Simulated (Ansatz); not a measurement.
# Σ5 (310) boundary in bcc Mo with Al (substitutional): structure and resistance, part 2 of 2

Wanted: what the Σ5 (310) boundary in bcc Mo with Al (substitutional) costs an interconnect.

Ansatz 0.2.0; Ansatz plane-wave DFT, PBE, PAW files; relaxation of a bicrystal slab with its lowest layers held; PAW set soft_1 (the session's first sound run).

So far. Step 2 (Relaxing the bicrystal): The largest force component on a free atom ends at 0.018 eV/Å, under the tolerance of 0.03, after 8 steps.

### 3. Transmission across the boundary

Bulk layers of each grain are laid under and over the relaxed boundary, and a lead is named in the middle of each, away from the free faces. The mesh across the current, 20×20, is finer than the density's, because channels open and close sharply across the zone. Energies from -0.1 to 0.1 eV in steps of 0.05 eV are too few for the program's thermal sum, so it prints no conductance; for a metal the transmission near the Fermi level serves, at a fraction of the cost.

This step: Ansatz plane-wave DFT, PBE, PAW files; ballistic transport by layer matching (Landauer), zero bias; boundary relaxed in a short slab, bulk layers laid on; PAW set soft_1 (Ansatz 0.2.0).

System of this step: Σ5 (310) boundary in bcc Mo with Al (substitutional). The cell holds 44 atoms: 43 Mo and 1 Al. Cell: a = 5.219 Å, b = 3.147 Å, c = 51.120 Å, α = 90.0°, β = 90.0°, γ = 72.5°. It derives from Mo. Regions: lower grain, 18 atoms (18 Mo); boundary, 12 atoms (11 Mo and 1 Al); upper grain, 14 atoms (14 Mo). Vacuum lies along c.

Contents of input.yaml:

```yaml
crystal:
  lattice:
    - [5.2187091076, 0.0, 0.0]
    - [0.9488562014, 3.0005467684, 0.0]
    - [0.0, 0.0, 51.1202364738]
  atoms:
    - { symbol: Mo, position: [-9.2000000002, -6.8999999999, 0.0782468994] }
    - { symbol: Mo, position: [-8.8000000002, -6.5999999999, 0.0977141172] }
    - { symbol: Mo, position: [-8.4000000001, -6.2999999999, 0.1171813351] }
    - { symbol: Mo, position: [-8.0000000001, -5.9999999999, 0.1366485529] }
    - { symbol: Mo, position: [-7.6000000001, -5.6999999999, 0.1561157708] }
    - { symbol: Mo, position: [-7.2000000001, -5.3999999999, 0.1755829886] }
    - { symbol: Mo, position: [-6.8000000001, -5.0999999999, 0.1950502065] }
    - { symbol: Mo, position: [-6.4000000001, -4.7999999999, 0.2145174243] }
    - { symbol: Mo, position: [-6.0000000001, -4.4999999999, 0.2339846421] }
    - { symbol: Mo, position: [-5.6000000001, -4.1999999999, 0.25345186] }
    - { symbol: Mo, position: [-5.2000000001, -3.8999999999, 0.2729190778] }
    - { symbol: Mo, position: [-4.8000000001, -3.6, 0.2923862957] }
    - { symbol: Mo, position: [-4.4000000001, -3.3, 0.3118535135] }
    - { symbol: Mo, position: [-4.0, -3.0, 0.3313207314] }
    - { symbol: Mo, position: [-3.6, -2.7, 0.3507879492] }
    - { symbol: Mo, position: [-3.2, -2.4, 0.3702551671] }
    - { symbol: Mo, position: [-2.8, -2.1, 0.3897223849] }
    - { symbol: Mo, position: [-2.4, -1.8, 0.4091896027] }
    - { symbol: Mo, position: [1.0, 0.5, 0.4286568206] }
    - { symbol: Mo, position: [0.4007641843, 0.7996179078, 0.448050803] }
    - { symbol: Mo, position: [0.8015928384, 0.0992035808, 0.4684692502] }
    - { symbol: Mo, position: [0.1955075258, 0.4022462371, 0.4865970109] }
    - { symbol: Mo, position: [0.5933448933, 0.7033275533, 0.5053510768] }
    - { symbol: Al, position: [0.0154533016, -0.0077266508, 0.5291642692] }
    - { symbol: Mo, position: [0.6058652768, 0.6970673616, 0.5537347842] }
    - { symbol: Mo, position: [0.2079888867, 0.3960055567, 0.5718506587] }
    - { symbol: Mo, position: [0.8148543749, 0.0925728126, 0.590189678] }
    - { symbol: Mo, position: [0.4102804005, 0.7948597998, 0.6106129545] }
    - { symbol: Mo, position: [1.0119835622, 0.4940082189, 0.6301780574] }
    - { symbol: Mo, position: [0.6151434086, 0.1924282957, 0.6492120508] }
    - { symbol: Mo, position: [-2.7848565914, -2.1075717043, 0.6686792686] }
    - { symbol: Mo, position: [-3.1848565914, -2.4075717043, 0.6881464865] }
    - { symbol: Mo, position: [-3.5848565914, -2.7075717043, 0.7076137043] }
    - { symbol: Mo, position: [-3.9848565914, -3.0075717043, 0.7270809222] }
    - { symbol: Mo, position: [-4.3848565914, -3.3075717043, 0.74654814] }
    - { symbol: Mo, position: [-4.7848565914, -3.6075717043, 0.7660153579] }
    - { symbol: Mo, position: [-5.1848565914, -3.9075717043, 0.7854825757] }
    - { symbol: Mo, position: [-5.5848565915, -4.2075717043, 0.8049497935] }
    - { symbol: Mo, position: [-5.9848565915, -4.5075717043, 0.8244170114] }
    - { symbol: Mo, position: [-6.3848565915, -4.8075717042, 0.8438842292] }
    - { symbol: Mo, position: [-6.7848565915, -5.1075717042, 0.8633514471] }
    - { symbol: Mo, position: [-7.1848565915, -5.4075717042, 0.8828186649] }
    - { symbol: Mo, position: [-7.5848565915, -5.7075717042, 0.9022858828] }
    - { symbol: Mo, position: [-7.9848565915, -6.0075717042, 0.9217531006] }
kpoints:
  mp_grid: { grid: [8, 8, 1] }
hamiltonian:
  xc: pbe
  pseudopotentials: { kind: paw, azcp: { folder: soft_1 } }
scf:
  occupations: { method: fermi_dirac, width: 0.1 }
output:
  transmission:
    leads: [[10, 11], [35, 36]]
    kmesh: [20, 20]
    e_range: [-0.1, 0.1]
    de: 0.05
  write_potential: true
  write_density: true
  volumetric_format: npy
  elf: true
```

The run is started by

```console
> ansatz run input.yaml --threads 4 --pin off --max-ram 15360MiB --backend cpu --events-out ev --progress --plain --runs-dir out
```

Numbers of over 12 decimals in the logs are rounded to 6 here.

Log:

```text
[...]
Crystal: 44 atoms, lattice volume = 800.491 Å³
Basis set: ecut = 420 eV, 15723 PW (Γ)
Bands: 363, of which v1, the nominal top of the filled ones, is band 303 counted from 1 (302 counted from 0)
Symmetry: 2 space group operations
[...]
k-points: 21 of 64 (time reversal used)
[...]
SCF iter   1: F=—  HF=-213671.599606 eV  |F-HF|=—  |Δ(HF+E_count)|=         —  Δρ=9.95e-2  dr2=6.60e2  ethr=3.10e-3  ⟨swp⟩=6.1  Hψ=26876  notcnv=0
[...]
SCF iter  12: F=-213640.557157 eV  HF=-213640.557157 eV  |F-HF|=2.04e-8  |Δ(HF+E_count)|=   1.55e-7  Δρ=1.76e-6  dr2=6.98e-8  ethr=1.65e-11  ⟨swp⟩=15.4  Hψ=24870  notcnv=0
SCF 1 converged in 12 iterations: F = -213640.557157 eV  dr2 = 6.98e-8
[...]
transmission: 714 of 7104 steps passed
transmission: 1422 of 7104 steps passed
[...]
transmission: 7104 of 7104 steps passed
WARN: The output density's exchange-correlation potential varies sharply where the density is thin. Do not read a vacuum level from v_tot or v_xc, or from such a field of the output density. On a cell that repeats whose density bears no net charge and no dipole along the vacuum's axis use v_es (v_loc + v_h of the components); under efield.dipole_correction with no amplitude use v_es + v_field, which holds any externa [...]
SCF converged after 12 iterations
Free energy (F): -213640.557157 eV
[...]
Internal energy: -213639.466968 eV  (E = F + TS)
E sigma→0 (E₀):  -213640.012062 eV
Entropy (-TS):   -1.090189 eV (-24.777 meV/atom)
Fermi energy:    17.321072 eV
[...]
--- Band table (eV; the first three rows and the last of 21) ---
  k-point 0: bands = [... 299 lower, 17.1544, 17.1967, 17.2275, 17.2410, 17.2865, 17.3109, 17.3162, 17.3466, ... 56 higher]
  k-point 1: bands = [... 299 lower, 16.8654, 16.9940, 17.0499, 17.1098, 17.1400, 17.2325, 17.2542, 17.2946, ... 56 higher]
  k-point 2: bands = [... 299 lower, 16.5990, 16.6559, 16.6631, 17.0422, 17.1942, 17.2649, 17.3257, 17.4528, ... 56 higher]
  k-point 20: bands = [... 299 lower, 17.2317, 17.2881, 17.3405, 17.4082, 17.4474, 17.4560, 17.5392, 17.5453, ... 56 higher]
--- Transmission ---
  basis      : 141 plane waves across, 64 finite elements along
  points     : 111, standing for a mesh of 20 x 20
  energies   : 5 from -0.100000 to 0.100000 eV about the Fermi level, 0.050000 eV apart; the leads are filled to 0.000000 eV, and channels, transmission and decay are at 0.000000 eV
  crystal 0  : Mo2, at the sites [10, 11], period 1.9903 Å, over 19.90 Å; its Hamiltonian steps by up to 7.6 meV
    offset         : up to 0.0000 Å between an atom of the period and one for which it stands
    channels       : 2.495000e0 a spin
    conductance    : none, the energies end too early or step too widely for 300 K: set another output.transmission.e_range or a lower de, or, where they end at an eighth of basis.ecutwfc, a higher one
    slowest decay  : 0.0225 /Å at (0.4500, 0.3000)
[...]
channels       : 2.485000e0 a spin
[...]
slowest decay  : 0.0235 /Å at (0.4500, 0.3000)
  junction   : crystal 0 to crystal 1, 13.45 to 38.66 Å
    transmission   : 1.057588e0 a spin
[...]
```

Elapsed: 12 min, on 4 threads of Arm Neoverse V2, shared host; peak memory 8.9 GiB; 45 min of CPU time.

The column dr2 measures how far the density is from self-consistency, as an energy; F and HF (Harris–Foulkes) agree once it is small.

Numbers from this step:

* free energy: -213640.5572 eV
* energy at zero smearing: -213640.0121 eV
* Fermi energy: 17.32 eV
* cell area: 15.66 Å²
* transmission per spin nearest the Fermi level: 1.058
* open channels per spin nearest the Fermi level: 2.495
* open channels per spin, upper lead: 2.485
* step of the lead's potential: 7.6 meV
* step of the upper lead's potential: 9.5 meV

Per spin. Table of transmission, zone mean by energy, zero at the Fermi level:

```csv
energy (eV),"transmission, zone mean"
-0.1000,1.07
-0.0500,1.07
0.0000,1.06
0.0500,1.09
0.1000,1.12
```

Per spin. Open channels, zone mean against energy, zero at the Fermi level:

```csv
energy (eV),lead,upper lead
-0.1000,2.52,2.52
-0.0500,2.52,2.50
0.0000,2.50,2.48
0.0500,2.59,2.58
0.1000,2.67,2.67
```

Transmission over k1 and k2. At 0.0000 eV from the Fermi level.

Ten even steps from '_' (0.00) to '@' (3.10):
```
====--::----::--====++++++++++++++++++++
==----::--::----====++====::__::====++==
__..--------..________------------______
..----------..________--======--________
....____....::::____________________::::
____________......______________......__
::----::....::::::==::----::==::::::....
--==--++**==--++++++++==++++++++--==**++
####%%%%##==**++++++++++++++++**==##%%%%
**%%@@@@******++++++**++++++******@@@@%%
##%%%%##==**++++++++++++++++**==##%%%%##
--++**==--++++++++==++++++++--==**++--==
::....::::::==::----::==::::::....::----
____......______________......__________
..::::____________________::::....____..
..________--======--________..----------
________------------________..--------..
====++====::__::====++====----::--::----
==++++++++++++++++++++====--::----::--==
++++++====--====++++++++++====--====++++
```
Columns: k1 (b1) from -0.5 to 0.45; rows upwards: k2 (b2) from -0.5 to 0.45.

Open channels over k1 and k2. At 0.0000 eV from the Fermi level.

Values, 12 rows by 16 columns, each cell a mean:
```
2.12 2.60 2.60 2.76 3.08 2.60 2.60 2.12 3.00 2.84 2.60 2.28 2.60 2.76 3.00 2.68
0.72 1.20 1.20 1.04 1.20 0.88 0.40 0.40 1.44 1.76 2.00 1.84 1.84 1.20 0.84 0.44
1.00 1.00 1.00 1.00 1.00 0.84 0.24 0.48 1.08 1.40 1.40 1.40 1.32 0.60 0.36 0.60
1.40 1.40 1.40 1.40 1.40 1.64 2.00 1.84 1.40 1.40 1.40 1.72 1.52 2.00 1.64 1.40
4.00 4.00 4.24 4.40 3.64 4.04 4.40 4.08 3.80 3.80 3.80 4.44 4.24 3.68 4.16 4.56
6.12 6.36 5.40 5.00 4.68 5.00 5.36 5.12 5.48 5.24 5.24 5.00 4.92 4.76 5.36 6.40
5.28 5.36 4.76 4.12 5.00 4.84 4.60 4.60 4.60 4.76 5.00 4.68 4.20 5.00 5.12 5.20
2.24 2.40 2.40 2.40 2.52 2.68 2.20 2.20 2.32 2.72 2.60 2.28 2.24 2.40 2.28 2.20
1.00 1.00 0.88 1.28 1.00 1.00 1.00 1.00 1.00 0.92 1.16 1.08 1.00 1.00 1.00 1.00
0.48 0.00 0.24 0.88 2.00 2.00 2.00 1.68 0.80 0.00 0.00 0.80 1.00 1.00 1.00 1.00
1.64 2.04 2.52 2.12 2.08 1.84 2.20 2.52 2.40 1.68 1.80 1.96 2.08 1.76 2.00 2.00
2.20 3.00 3.00 3.48 3.12 3.36 3.00 3.00 2.44 2.76 3.00 3.48 3.52 3.60 3.00 3.00
```
Columns: k1 (b1) from -0.5 to 0.45; rows upwards: k2 (b2) from -0.5 to 0.45.

Electrostatic potential energy in the cb plane at fractional x = 0.000, with atoms of Mo and Al within 0.2 Å of it. With pseudopotentials it is smooth inside the atoms' cores, unlike the true potential.

Ten even steps from '0' (-47 eV) to '9' (19 eV), each cell a mean:
```
99988899999999888999987998799998778999999998
99999999766799999999998777999999899986678999
98899997310379999889999999999989999851026999
87899996100169998778999999999888999730004899
88899996200169999888999999999889999840005899
99999998633589999999998888999999999974247999
99988899988999988999997887899998889998889999
99987899999999878999987998799998678999999998
```
Columns run along c (16.0 Å, from fractional 0.36 to 0.67 of the cell; values clipped at the 3rd and 97th percentile), rows up along b (3.1 Å). Atoms in or near the plane, at fractional coordinates: Mo at (0.43, 0.50), Al at (0.53, 0.99), Mo at (0.63, 0.49).

Valence density in the cb plane at fractional x = 0.000, with atoms of Mo and Al within 0.2 Å of it. It is the smooth field of the valence electrons, not physical close to the nuclei.

Ten steps, logarithmic in the rise over the least value, from '0' (0.1 e/Å³) to '9' (7.0 e/Å³), each cell a mean:
```
23344333333333344322221001222234543333333333
33333333455433333332222212222333433345554333
34433334789743333443222222223333333468986333
34433235899853233443222222223443323479997433
34433235899853233443222222223343333479996333
33333334677643333333222222222333333357764333
33334333344333344332222111222234443333433333
23344433222223344322221001222234543322223333
```
Columns run along c (16.0 Å, from fractional 0.36 to 0.67 of the cell), rows up along b (3.1 Å). Atoms in or near the plane, at fractional coordinates: Mo at (0.43, 0.50), Al at (0.53, 0.99), Mo at (0.63, 0.49).

ELF in the cb plane at fractional x = 0.000, with atoms of Mo and Al within 0.2 Å of it. It is the smooth field of the valence electrons, not physical close to the nuclei.

Values, 5 rows by 16 columns, each cell a mean:
```
0.36 0.23 0.29 0.24 0.30 0.22 0.31 0.48 0.20 0.38 0.40 0.27 0.24 0.27 0.29 0.25
0.24 0.31 0.32 0.60 0.38 0.33 0.25 0.33 0.53 0.50 0.26 0.28 0.32 0.51 0.48 0.35
0.19 0.32 0.34 0.60 0.43 0.34 0.22 0.26 0.52 0.46 0.20 0.26 0.33 0.57 0.54 0.33
0.28 0.29 0.31 0.46 0.33 0.30 0.27 0.38 0.46 0.50 0.30 0.28 0.30 0.40 0.39 0.34
0.36 0.22 0.28 0.29 0.33 0.20 0.30 0.50 0.20 0.32 0.41 0.27 0.22 0.32 0.34 0.21
```
Columns run along c (16.0 Å, from fractional 0.36 to 0.67 of the cell), rows up along b (3.1 Å). Atoms in or near the plane, at fractional coordinates: Mo at (0.43, 0.50), Al at (0.53, 0.99), Mo at (0.63, 0.49).

Over the solved energies the transmission per spin lies between 1.06 and 1.12, out of 2.56 channels of the lead on average (up to 2.67).

### 4. Specific resistance

This step: Ansatz plane-wave DFT, PBE, PAW files; ballistic transport by layer matching (Landauer), zero bias; specific resistance of the boundary; PAW set soft_1 (Ansatz 0.2.0).

Numbers from this step:

| Item | Value |
| --- | --- |
| area resistance | 1.079 fΩ m² |
| T over the leads' mean channel count | 0.4230 |

Averaged over the energies near the Fermi level, 42.3 % of the channels pass, which makes 1.08 fΩ m².

By hand, with T and the leads' channels N averaged over the energies near the Fermi level: RA = A (h/2e²)(1/T − ½[1/N₁ + 1/N₂]) = 15.66×10⁻²⁰ m² × 12 906 Ω × (1/1.081 − ½[1/2.557 + 1/2.553]) = 1.08 fΩ m².

### 5. What came out

```json
{
 "specific resistance of the boundary": "1.08 fΩ m²",
 "share of channels that pass": "0.423"
}
```

What this shows: The boundary has a specific resistance of 1.1 fΩ m². The boundary reflects 58 % of the channels; 1.1 fΩ m² is 11×10⁻¹² Ω·cm². That equals the resistance of 20 nm of bulk Mo at 300 K (measured 5.52 µΩ cm, CRC Handbook of Chemistry and Physics, 84th ed., 2003, Electrical Resistivity of Pure Metals). One Al in 15.7 Å² of boundary is a high coverage. Each plane of this narrow cell holds one atom, so the solute fills a whole plane. One starting structure was relaxed; another shift or atom count at the boundary may lie lower.

[Logs are printed without paths, hosts, clocks, repeated set-up lines and the standing remarks that a program may print on its own settings, such as how far it seeks lower states.]

[Hosts, paths, dates, database ids (printed as entryN), source tags and the programs' standing remarks are cut or masked in the printed files.]
